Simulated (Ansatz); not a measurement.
Runs of Ansatz 0.2.0 on Pb. The structure is cubic, space group Fm-3m (No. 225). The conventional cell has a = 4.950 Å, b = 4.950 Å, c = 4.950 Å, α = 90.00°, β = 90.00°, γ = 90.00°. Pb (site symmetry m-3m) is surrounded by 12 Pb at 3.50 Å. 

```csv
task,level,cell,k mesh,cutoff (eV),smearing,gap on the mesh (eV),pressure (GPa),relaxed volume (Å³/atom)
relaxation of cell and atoms,LDA,relaxed,9 × 9 × 9,-,fermi-dirac 0.05 eV,-,0.0,29.01
relaxation of cell and atoms,RPBE+D4,relaxed,9 × 9 × 9,-,fermi-dirac 0.05 eV,-,0.0,30.54
relaxation of cell and atoms,BLYP,relaxed,9 × 9 × 9,-,fermi-dirac 0.05 eV,-,0.0,(a)
band structure,LDA,as given,9 × 9 × 9,154,fermi-dirac 0.05 eV,-,(b),-
single point,RPBE,as given,9 × 9 × 9,154,gaussian 0.02 eV,none,3.9,-
relaxation of cell and atoms,revPBE+D3(BJ),relaxed,9 × 9 × 9,-,fermi-dirac 0.05 eV,-,0.0,29.93
relaxation of the atoms,BLYP+D4,atoms relaxed from: cell strained at random at fixed volume,9 × 9 × 10,-,fermi-dirac 0.05 eV,-,2.0,-
elastic constants,LDA,as given,7 × 7 × 7,167,fermi-dirac 0.05 eV,none,-1.5,-
```

Alike in all rows: potentials or basis all-electron LAPW, scalar-relativistic; no spin polarisation; basis error allowed 0.001 eV/atom.

Problem. Estimate the missing entries.

Solution. (a) 34.57; (b) -2.2.

Caveats: the volume moved by +14 % from the deposited cell, more than functionals usually miss (some runs); spin-orbit coupling is left out, which moves the levels of the heavy elements (some runs); the relaxation stopped at its first step, so nothing moved (some runs); the k mesh is thin for a metal, which can move the energy by tens of meV per atom (some runs); a metal's response needs a denser mesh (some runs); elastic constants of metals need much finer meshes, so these are rough (some runs).

A k mesh can miss the band edges, and the runs leave out spin-orbit coupling on Pb.

A gap of «none» marks a metal or a gap under the smearing width.

Runs at the PBE level aren't shown here.
